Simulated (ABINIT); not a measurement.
Be:

```
Be
1.0
     2.28530    0.00000    0.00000
    -1.14265    1.97913    0.00000
     0.00000    0.00000    3.58420
Be
2
Direct
  0.66667 0.33333 0.75000
  0.33333 0.66667 0.25000
```

Base run:

- Program: ABINIT 10.8.3 (patched build)
- Functional: revPBE
- Potentials or basis: JTH PAW PBE v2.0
- Cutoff: 626 eV
- k mesh: 13 × 13 × 8
- Occupations: fermi-dirac, width 0.05 eV
- Spin: no spin polarisation

Its results: band gap on the k mesh none (metal or under the smearing width); pressure -0.7 GPa.

After a change of settings the same cell gave: band gap on the k mesh none (metal or under the smearing width); pressure -0.2 GPa. Which change was it?
A. functional from revPBE to PW91
B. functional from revPBE to WC
C. functional from revPBE to AM05
D. functional from revPBE to RPBE

D.

Caveats: the PAW data sets were made with another functional, which shifts forces and pressure a little.
